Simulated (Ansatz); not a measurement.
## CdS (Greenockite): equation of state with exchange-only PBE

The system is CdS (Greenockite).

```
Cd S
1.0
     4.15000    0.00000    0.00000
    -2.07500    3.59401    0.00000
     0.00000    0.00000    6.73700
Cd S
2 2
Direct
  0.66667 0.33333 0.50000
  0.33333 0.66667 0.00000
  0.66667 0.33333 0.87500
  0.33333 0.66667 0.37500
```

```yaml
Program: Ansatz 0.2.0
Task: equation of state
Functional: exchange-only PBE
Potentials_or_basis: Ansatz PAW
Cutoff: 420 eV
Density_cutoff: 1680 eV
k_mesh: 7 × 7 × 4
Occupations: fermi-dirac, width 0.05 eV
Spin: no spin polarisation
```

| Quantity | Value |
| --- | --- |
| Equilibrium volume | outside the volumes run |

Energy against volume, from the lowest point:
| volume (Å³/atom) | energy (meV/atom) |
| --- | --- |
| 23.614 | 206.26 |
| 24.116 | 158.58 |
| 24.618 | 116.92 |
| 25.121 | 80.72 |
| 25.623 | 49.46 |
| 26.126 | 22.69 |
| 26.628 | 0.00 |

All runs of the series together: 18 s on 2 threads of Arm Neoverse V2 (shared host).

Caveat: the potentials were made for another functional, which shifts forces and pressure.
